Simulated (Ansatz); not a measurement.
**InP (Fm-3m): equation of state**

An exercise on one series of results from a longer session: the logs are not shown, and one member is left open.

Computed with Ansatz 0.2.0 (DFT PBE, scalar-relativistic, plane waves, PAW, unless a step's input says otherwise).

2 further runs of the same task are left out: 1 that didn't finish, 1 set aside as unsound or not needed. Runs told in other sessions of the task aren't counted.

## Starting point

The structure is cubic, space group Fm-3m (No. 225). The conventional cell has a = 5.540 Å, b = 5.540 Å, c = 5.540 Å, α = 90.00°, β = 90.00°, γ = 90.00°. In (site symmetry m-3m) is surrounded by 6 P at 2.77 Å. Around P (site symmetry m-3m) lie 6 In at 2.77 Å.

As a file:

```
In P
1.0
     0.00000    2.76995    2.76995
     2.76995    0.00000    2.76995
     2.76995    2.76995    0.00000
In P
1 1
Direct
  0.00000 0.00000 0.00000
  0.50000 0.50000 0.50000
```

This cell comes from an earlier session at PBE: 21.253 Å³/atom at 0.00 GPa, on a 10×10×10 mesh.

Volume factors to run: 0.980, 1.020, 0.960, 1.040.

The first run:

Contents of input.yaml:

```yaml
crystal:
  lattice:
    - [0.0, 2.7513573298, 2.7513573298]
    - [2.7513573298, 0.0, 2.7513573298]
    - [2.7513573298, 2.7513573298, 0.0]
  atoms:
    - { symbol: In, position: [0.0, 0.0, 0.0] }
    - { symbol: P, position: [0.5, 0.5, 0.5] }
basis:
  ecutwfc: 420
  ecutrho_ratio: 4
kpoints:
  mp_grid: { grid: [10, 10, 10] }
hamiltonian:
  xc: pbe
scf:
  occupations: { method: gaussian, width: 0.05 }
output:
  forces: true
  stress: true
  eigenvalues: true
```

Run with:

```
> ansatz run input.yaml --threads 2 --pin off --max-ram 2662MiB --backend cpu --events-out ev --progress --plain --runs-dir out
```

Steps of the session up to this table: Scaling the volume by 0.980; At 1.020 of the relaxed volume; Volume × 0.960; Volume × 1.040.

One table of the session follows, with a row left open; its other results are not shown here.

It belongs to the step «Energy and pressure against volume». 

| volume (Å³/atom) | energy (meV/atom) | pressure (GPa) |
| --- | --- | --- |
| 20.403 | 8.38 | 3.31 |
| 20.828 | 2.00 | 1.56 |
| 21.253 | 0.00 | 0.00 |
| 21.678 | ? | ? |
| 22.103 | 7.29 | -2.62 |

Estimate the missing values for volume (Å³/atom) = 21.678.

Worked estimate for «energy (meV/atom)». A straight line through the neighbours (21.253, 0.00) and (22.103, 7.29) gives 0.00 + (7.29 − 0.00) × (21.678 − 21.253) / (22.103 − 21.253) = 3.65; a parabola fitted to 3 rows on both sides gives 1.76.

The run gave: energy (meV/atom): 1.91; pressure (GPa): -1.39. In «energy (meV/atom)» the line misses by +1.74 and the parabola by -0.15.
